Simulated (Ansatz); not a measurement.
# KCl: an energy map of one atom

The task, for KCl: map the energy of atom 1 (K) over a plane.

Method: DFT PBE, scalar-relativistic, plane waves, PAW, in Ansatz 0.2.0.

## 1. The starting structure

The structure is cubic, space group Pm-3m (No. 221). Conventional cell: a = 3.839 Å, b = 3.839 Å, c = 3.839 Å, α = 90.00°, β = 90.00°, γ = 90.00°. Around K (site symmetry m-3m) lie 8 Cl at 3.32 Å. Cl (site symmetry m-3m) is surrounded by 8 K at 3.32 Å.

As a file:

```
CELL_PARAMETERS angstrom
3.83920 0.00000 0.00000
0.00000 3.83920 0.00000
0.00000 0.00000 3.83920
ATOMIC_POSITIONS crystal
K 0.00000 0.00000 0.00000
Cl 0.50000 0.50000 0.50000
```

It goes back to an entry of the Materials Project, which need not be the stable form.

No relaxation comes first: the listed cell is the starting point.

## 2. Zero of energy

Reference values: F = -2621.0699 eV; pressure -0.05 GPa; largest force 0.000 eV/Å; gap on the mesh 4.80 eV. It was computed beforehand with the settings of the runs below.

## 3. Setting up an energy map of one atom

Atom 1 (K) is moved by p along (1.000, 0.000, 0.000) and q along (0.000, 1.000, 0.000) (Å), all else fixed; its images in the other cells move with it. Points alike by symmetry are run once.

## 4. p = -0.600, q = -0.600

File input.yaml:

```yaml
crystal:
  lattice:
    - [3.839196, 0.0, 0.0]
    - [0.0, 3.839196, 0.0]
    - [0.0, 0.0, 3.839196]
  atoms:
    - { symbol: K, position: [-0.1562827217, -0.1562827217, 0.0] }
    - { symbol: Cl, position: [0.5, 0.5, 0.5] }
basis:
  ecutwfc: 420
kpoints:
  mp_grid: { grid: [6, 6, 6] }
hamiltonian:
  xc: pbe
scf:
  occupations: { method: gaussian, width: 0.05 }
output:
  forces: true
  stress: true
  eigenvalues: true
```

## 5. At p = -0.600, q = 0.000

input.yaml: that of step 4 with these lines changed.

```diff
@@ -6,3 +6,3 @@
   atoms:
-    - { symbol: K, position: [-0.1562827217, -0.1562827217, 0.0] }
+    - { symbol: K, position: [-0.1562827217, 0.0, 0.0] }
     - { symbol: Cl, position: [0.5, 0.5, 0.5] }
```

## 6. Point p = -0.600, q = -0.300

input.yaml: that of step 5 with these lines changed.

```diff
@@ -6,3 +6,3 @@
   atoms:
-    - { symbol: K, position: [-0.1562827217, 0.0, 0.0] }
+    - { symbol: K, position: [-0.1562827217, -0.0781413608, 0.0] }
     - { symbol: Cl, position: [0.5, 0.5, 0.5] }
```

## 7. p = -0.300, q = 0.000

input.yaml: that of step 6 with these lines changed.

```diff
@@ -6,3 +6,3 @@
   atoms:
-    - { symbol: K, position: [-0.1562827217, -0.0781413608, 0.0] }
+    - { symbol: K, position: [-0.0781413608, 0.0, 0.0] }
     - { symbol: Cl, position: [0.5, 0.5, 0.5] }
```

## 8. Point p = -0.300, q = -0.300

input.yaml: that of step 7 with these lines changed.

```diff
@@ -6,3 +6,3 @@
   atoms:
-    - { symbol: K, position: [-0.0781413608, 0.0, 0.0] }
+    - { symbol: K, position: [-0.0781413608, -0.0781413608, 0.0] }
     - { symbol: Cl, position: [0.5, 0.5, 0.5] }
```

(Steps that only read results are left out.)

Before running it: what results should come out? Wanted: highest point; lowest point away from the origin.

As calculated:

| quantity | value |
| --- | --- |
| highest point | 0.445 eV/cell at (p, q) = (-0.600, -0.600) |
| lowest point away from the origin | 0.029 eV/cell at (-0.300, 0.000) |

In words: No computed point lies below the origin. Read as harmonic, the points at ±0.300 Å give force constants of 0.64 eV/Å² along p and 0.64 eV/Å² along q, so the site is nearly isotropic in this plane. The gap on the mesh runs from 4.80 to 4.94 eV over the map.

These are semilocal Kohn-Sham gaps, which aren't the measured quantity. Such gaps usually fall short of the measured ones.
